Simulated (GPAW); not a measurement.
The system is WS2 (Tungstenite).

```
W S
1.0
     3.18000    0.00000    0.00000
    -1.59000    2.75396    0.00000
     0.00000    0.00000   12.50000
W S
2 4
Direct
  0.66667 0.33333 0.75000
  0.33333 0.66667 0.25000
  0.66667 0.33333 0.37500
  0.33333 0.66667 0.87500
  0.66667 0.33333 0.12500
  0.33333 0.66667 0.62500
```

- Program: GPAW 26.7.0
- Task: relaxation of cell and atoms
- Functional: revPBE
- Dispersion: D4
- Potentials or basis: the program's PAW data sets (release 1.2.1) made for this functional
- Cutoff: 600 eV
- Basis: pw
- k mesh: 6 × 6 × 2
- Occupations: fermi-dirac, width 0.05 eV
- Spin: no spin polarisation

At the start: pressure -2.5 GPa; volume 18.24 Å³/atom.

Problem. How do energy, volume and symmetry change on relaxing?

Solution. Over 11 steps the energy falls by 18.3 meV/atom and the volume is 16.86 Å³/atom (-7.6 %); space group P6_3/mmc (No. 194, to 0.05 Å).

Step by step:
```
step  energy change (eV)  largest force (eV/Å)  pressure (GPa)  volume (Å³)
   1              0.0000                0.2512           -2.51       109.47
   2             -0.0072                0.2063           -2.57       109.25
   3             -0.0502                0.1692           -2.43       106.45
   4             -0.0562                0.1480           -1.83       105.74
   5             -0.0659                0.0240            0.08       104.19
   6             -0.0684                0.0911            0.52       103.94
   7             -0.0757                0.2270            1.28       103.36
   8             -0.0862                0.3247            1.82       102.51
   9             -0.0998                0.3144            1.82       101.30
  10             -0.1073                0.1652            0.92       101.00
  11             -0.1098                0.0212            0.05       101.19
```

Final structure:
```xyz
6
Lattice="3.1418 0.0000 0.0000 -1.5709 2.7209 0.0000 0.0000 0.0000 11.8369" Properties=species:S:1:pos:R:3 pbc="T T T"
W     1.5709    0.9070    8.8777
W     0.0000    1.8139    2.9592
S     1.5709    0.9070    4.5381
S     0.0000    1.8139   10.4566
S     1.5709    0.9070    1.3803
S     0.0000    1.8139    7.2988
```

Caveat: the k mesh is coarse; later steps reuse the first step's grids.
